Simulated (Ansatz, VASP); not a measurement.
One calculation of Tl, two programs

```
CELL_PARAMETERS angstrom
-1.97219 1.97219 1.97219
1.97219 -1.97219 1.97219
1.97219 1.97219 -1.97219
ATOMIC_POSITIONS crystal
Tl 0.00000 0.00000 0.00000
```

Alike in both runs: task single point; functional PBE; k mesh 16 × 16 × 16; occupations gaussian, width 0.1 eV; no spin polarisation.

|  | VASP | Ansatz |
| --- | --- | --- |
| version | VASP 6.6.1 | Ansatz 0.2.0 |
| potentials or method | VASP PAW PBE potentials, release 64 (Tl_d) | scalar-relativistic, plane waves, PAW |
| plane-wave cutoff (eV) | 520 | 420 |
| valence electrons in the cell | 13 | 13 |

```tsv
	VASP	Ansatz	Ansatz less VASP
gap on the k mesh at the Fermi level (eV)	none	none	-
pressure (GPa)	0.6	0.6	+0.06
```

A gap of «none» marks a metal or a gap that the smearing closes.

Spin-orbit coupling is left out, which matters for the levels of Tl.
